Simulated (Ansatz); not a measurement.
# Au: energy change per atom and pressure against volume scale

All results are calculated (Ansatz 0.2.0). Plane-wave DFT, scalar-relativistic PAW made under PBE with cores redone for the functional, no dispersion; the given relaxed cell is scaled uniformly, energy at zero smearing counts from the unscaled cell, pressure at the given Fermi-Dirac smearing is positive in compression.

The cell before it is scaled or strained (space group Pm-3m, No. 221):
```
Au
1.0
      2.7699     0.0000     0.0000
      0.0000     2.7699     0.0000
      0.0000     0.0000     2.7699
Au
1
Direct
  0.00000 0.00000 0.00000
```

Settings of every row: spin polarised no; functional revPBE; wave cutoff 420 eV; smearing width 0.1 eV; k mesh 13x13x13.

Atom starting moment: 0 on all atoms.

Limits: no spin-orbit coupling, which can matter with elements this heavy; the cell comes from a prototype or a list of computed structures and needn't be the stable phase.

| row | volume scale | V (Å³/atom) | energy change per atom (meV) | pressure (GPa) |
| --- | --- | --- | --- | --- |
| 1 | 0.88 | 18.701 | 121.21 | 17.39 |
| 2 | 0.92 | 19.552 | 48.89 | 9.99 |
| 3 | 0.96 | 20.402 | ? | ? |
| 4 | 1.04 | 22.102 | 9.18 | -3.31 |
| 5 | 1.08 | 22.952 | 33.72 | -5.79 |
| 6 | 1.12 | 23.802 | 69.68 | -7.63 |

Question: what energy change per atom and pressure should row 3 give?

Worked fit of energy change per atom. Take u = (V_r/V)^(2/3) − 1 with V_r = 22.102 Å³ an atom, which is twice the finite (Eulerian) strain; such expansions in the strain, on which the Birch-Murnaghan equation of state is built, carry the rest volume and the bulk modulus. The shown rows have u = 0.11784, 0.08516, 0, -0.02484, -0.0482. Least squares give energy change per atom = 8.106 − 649.927 × u + 13564.34 × u² meV; a straight line predicts inner rows, each left out in turn, worse (root mean square 39 against 3.1 meV). The rows lie off it by 1.33, -2.24, 1.07, 1.10, -1.27 (root mean square 1.5 meV). The withheld row has u = 0.05481, so the fit gives 8.106 − 649.927 × (0.05481) + 13564.34 × (0.05481)² = 13.23 meV.

The calculation gave 11.17 meV. The fit lies 2.06 meV (18 % of the value, 1.8 % of the column's range) above it; its largest miss of a shown row is 2.24 meV.

Worked fit of pressure. Take u = (V_r/V)^(2/3) − 1 with V_r = 22.102 Å³ an atom, which is twice the finite (Eulerian) strain; such expansions in the strain, on which the Birch-Murnaghan equation of state is built, carry the rest volume and the bulk modulus. The shown rows have u = 0.11784, 0.08516, 0, -0.02484, -0.0482. Least squares give pressure = −3.367 + 112.827 × u + 532.48 × u² GPa; a straight line predicts inner rows, each left out in turn, worse (root mean square 1.5 against 0.16 GPa). The rows lie off it by 0.07, -0.11, 0.06, 0.05, -0.06 (root mean square 0.073 GPa). The withheld row has u = 0.05481, so the fit gives −3.367 + 112.827 × (0.05481) + 532.48 × (0.05481)² = 4.42 GPa.

The calculation gave 4.33 GPa. The fit lies 0.09 GPa (2.1 % of the value, 0.36 % of the column's range) above it; its largest miss of a shown row is 0.11 GPa.
